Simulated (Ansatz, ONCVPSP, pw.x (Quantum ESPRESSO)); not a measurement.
## Equation-of-state test of one ONCV potential (indium)

ONCVPSP 4.0.1.1 (patched build) input, shortened (lines: element, Z, core and valence counts, functional; n l f; lmax; l rc ep ncon nbas qcut; lloc lpopt rc5 dvloc0; l nproj debl; icmod fcfact rcfact), PBE, scalar-relativistic:

```
  In 49.00    9    2        4      upf
    1    0    2.00
    2    0    2.00
    2    1    6.00
    3    0    2.00
    3    1    6.00
    3    2   10.00
    4    0    2.00
    4    1    6.00
    4    2   10.00
    5    0    2.00
    5    1    1.00
    1
    0    2.20    0.00    5    8    2.70
    1    2.40    0.00    5    9    3.30
    4    5    1.38    2.00
    0    3    2.90
    1    2    3.20
    1    0.20    0.00
```

Atomic tests: cutoffs needed: 11 Ha and 26 Ha (the cutoffs (Ha) at which the residual kinetic energy of the hardest occupied pseudo-wave falls to 1 and 0.1 mHa per electron) The cutoffs count occupied waves only; projector 3 of the s channel, the hardest unoccupied one, needs 57 Ha at the loose tolerance.; ghost test: no bound ghost flagged; GHOST(+) flagged for p at 100.1 eV, s at 130.1 eV; largest excitation error: -184 meV (all-electron minus pseudo) for 5s1 5p0, out of 4 test configurations.

Crystal test: diamond In in pw.x 7.5, no spin, 8³ k-points, Fermi–Dirac smearing 0.01 Ry, cutoffs 60/240 Ry. The lattice is a test structure that the element need not adopt, and mesh and smearing are coarse.

pw.x input:

```
&control
  calculation='scf', prefix='x', pseudo_dir='./', outdir='./tmp', tstress=.true., disk_io='none'
/
&system
  ibrav=0, nat=2, ntyp=1, ecutwfc=60, ecutrho=240, nbnd=10,
  occupations='smearing', smearing='fd', degauss=0.01
/
&electrons
  conv_thr=1e-09, mixing_beta=0.4, electron_maxstep=70
/
ATOMIC_SPECIES
In 1.0 In.UPF
CELL_PARAMETERS angstrom
  0.00000000 3.36912650 3.36912650
  3.36912650 0.00000000 3.36912650
  3.36912650 3.36912650 0.00000000
ATOMIC_POSITIONS crystal
In 0.0000 0.0000 0.0000
In 0.2500 0.2500 0.2500
K_POINTS automatic
8 8 8 0 0 0
```

```bash
pw.x < In.scf.in > In.scf.out
```

Q: How does the run end?

A: It converges; the pressure is -8.75 GPa against -0.01 GPa from all-electron LAPW. This is a poor potential for the solid. The pseudo pressure rises with volume over the whole range, a mechanical instability. The log shows:

```
     iteration #  3     ecut=    60.00 Ry     beta= 0.40
     total energy              =     -10.81052083 Ry
     estimated scf accuracy    <       0.00004908 Ry
     iteration #  4     ecut=    60.00 Ry     beta= 0.40
     c_bands:  1 eigenvalues not converged
     c_bands:  1 eigenvalues not converged
     c_bands:  1 eigenvalues not converged
     c_bands:  1 eigenvalues not converged
     [... 2 repeated lines left out ...]
     total energy              =     -10.81061379 Ry
     estimated scf accuracy    <       0.00000097 Ry
     iteration #  5     ecut=    60.00 Ry     beta= 0.40
     [... 2 repeated lines left out ...]
     total energy              =     -10.81061430 Ry
     estimated scf accuracy    <       0.00000029 Ry
     iteration #  6     ecut=    60.00 Ry     beta= 0.40
     [... 1 repeated lines left out ...]
     total energy              =     -10.81061435 Ry
     estimated scf accuracy    <       0.00000002 Ry
     iteration #  7     ecut=    60.00 Ry     beta= 0.40
     total energy              =     -10.81061437 Ry
     estimated scf accuracy    <          3.1E-09 Ry
     iteration #  8     ecut=    60.00 Ry     beta= 0.40
     total energy              =     -10.81061437 Ry
     estimated scf accuracy    <          3.2E-09 Ry
     iteration #  9     ecut=    60.00 Ry     beta= 0.40
     the Fermi energy is     1.2548 ev
!    total energy              =     -10.81061437 Ry
     estimated scf accuracy    <          3.1E-10 Ry
     smearing contrib. (-TS)   =      -0.01086455 Ry
     The total energy is F=E-TS. E is the sum of the following terms:
     one-electron contribution =       2.30205075 Ry
     hartree contribution      =       0.50419586 Ry
     xc contribution           =      -5.99122243 Ry
     ewald contribution        =      -7.61477400 Ry
     convergence has been achieved in   9 iterations
          total   stress  (Ry/bohr**3)                   (kbar)     P=      -87.45
     Message from routine punch:
     Nothing written, as per user request (disk_io='none')
```
